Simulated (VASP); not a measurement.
MnO:

```
Mn O
1.0
     3.37170    0.00000    0.00000
    -1.68585    2.91998    0.00000
     0.00000    0.00000    5.38550
Mn O
2 2
Cartesian
  0.0000 1.9467 0.0590
  1.6859 0.9733 2.7518
  0.0000 1.9467 2.0221
  1.6859 0.9733 4.7148
```

Measurements of this composition are mostly on another form, of space group No. 225.

Base run:

| Item | Value |
| --- | --- |
| Program | VASP 6.6.1 |
| Functional | PBE |
| Potentials or basis | VASP PAW PBE potentials, release 64 (Mn_pv, O) |
| Cutoff | 520 eV |
| k mesh | 6 × 6 × 4 |
| Occupations | gaussian, width 0.05 eV |
| Spin | collinear spin, ferromagnetic start |
| Starting moments | [4.0, 4.0, 0.0, 0.0] μB |
| Fixed moment | 3 μB |
| Hubbard terms | Mn d U = 2 eV |

Its results: pressure -12.6 GPa; net moment 3.00 μB per cell; site moments Mn +1.61; O -0.08 μB; largest force 0.959 eV/Å.

The run is repeated on the same cell with these changes: fixed moment from 3 μB to none; further incar settings from ALGO = Normal; EDIFF = 1e-06; NBANDS = 31 to ALGO = Fast; EDIFF = 1e-06. What comes out?

Pressure 8.8 GPa; net moment 10.00 μB per cell; site moments Mn +4.51; O +0.15 μB; largest force 0.789 eV/Å.

Caveats: only a ferromagnetic start was run, and an antiferromagnetic order may lie lower in energy; the moment is held away from its start (some runs); the total moment is fixed, so each spin has its own Fermi level (some runs).
